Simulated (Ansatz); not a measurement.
A run of Ansatz 0.2.0 is set up as follows.

The input input.yaml:

```yaml
crystal:
  lattice:
    - [0.0342, 3.277478, 3.271545]
    - [3.183114, 0.035341, 3.270404]
    - [3.196807, 3.29003, 0.021648]
  atoms:
    - { symbol: Ba, position: [0.005419, -0.007964, 0.000593] }
kpoints:
  mp_grid: { grid: [7, 7, 7] }
scf:
  occupations: { method: fermi_dirac, width: 0.05 }
hamiltonian:
  xc: pbe
  pseudopotentials: { kind: all_electron, lapw: { basis_error: 0.001 } }
output:
  forces: true
  stress: true
  eigenvalues: true
  populations: true
```

Potentials or basis: all-electron LAPW, scalar-relativistic.

Launch:

```sh
$ ansatz run input.yaml --threads 1 --pin off --max-ram 2560MiB --backend cpu --events-out ev --progress --plain --runs-dir out
```

(1) Predict the pressure.

(2) Predict the band gap on the k mesh.

Results:

(1) -0.3 GPa.

(2) none (metal or under the smearing width).
